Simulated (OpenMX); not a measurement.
Tl in OpenMX: the effect of volume scale

The system is Tl.

```xyz
2
Lattice="3.3118 0.0000 0.0000 -1.6559 2.8681 0.0000 0.0000 0.0000 5.2945" Properties=species:S:1:pos:R:3 pbc="T T T"
Tl    1.6559    0.9560    3.9709
Tl    0.0000    1.9121    1.3236
```

Alike in all runs:

```yaml
Program: OpenMX 3.8.5
Task: single point
Functional: PBE
Potentials_or_basis: OpenMX 2013 PBE set, Tl8.0-s3p2d2f1, grid cutoff 500 Ry
k_mesh: 7 × 7 × 5
Occupations: fermi-dirac, width 0.05 eV
Spin: no spin polarisation
```

Problem. One run gave: pressure 1.3 GPa. Which volume scale did it use?
A. 0.96
B. 1.04
C. 1
D. 0.92
E. 1.08

Solution. E.

```csv
volume scale,pressure (GPa)
0.88,12.2
0.92,8.9
0.96,6.3
1,4.3
1.04,2.6
1.08,1.3
```

Caveats: the basis of atomic orbitals isn't converged, which shifts pressures, moduli and gaps.
